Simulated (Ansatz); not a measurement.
Input of an Ansatz 0.2.0 run:

Contents of input.yaml:

```yaml
crystal:
  lattice:
    - [3.085, 0.0, 0.0]
    - [-1.5425, 2.6716883707, 0.0]
    - [0.0, 0.0, 3.523]
  atoms:
    - { symbol: Mg, position: [0.0, 0.0, 0.0] }
    - { symbol: B, position: [0.6666666667, 0.3333333333, 0.5] }
    - { symbol: B, position: [0.3333333333, 0.6666666667, 0.5] }
hamiltonian:
  xc: pbesol
  pseudopotentials: { kind: paw }
kpoints:
  mp_grid: { grid: [10, 10, 8] }
scf:
  occupations: { method: fermi_dirac, width: 0.05 }
output:
  forces: true
  stress: true
relax:
  f_tol: 0.01
  max_steps: 40
  cell: { stress_tol: 0.05 }
```

Potentials or basis: Ansatz PAW.

Launch:

```console
$ ansatz run input.yaml --threads 2 --pin off --max-ram 5632MiB --backend cpu --events-out ev --progress --plain --runs-dir out
```

Estimate the relaxed volume.

9.47 Å³/atom.

Predict the relaxed cell.

a = 3.069 Å, b = 3.069 Å, c = 3.483 Å, α = 90.00°, β = 90.00°, γ = 120.00°.

Estimate the space group after relaxing (to 0.05 Å).

P6/mmm (No. 191).

Step by step:
```tsv
step	energy change (eV)	largest force (eV/Å)	volume (Å³)
1	0.0000	0.0000	29.04
2	-0.0058	0.0000	28.60
3	-0.0066	0.0000	28.41
4	-0.0060	0.0000	28.41
```

Caveat: the plane-wave basis is chosen anew once the cell has moved, so the energies of steps on either side of that aren't comparable; the PAW data sets come from PBE, with cores solved anew for the run's functional, which leaves a small shift of forces and pressure.
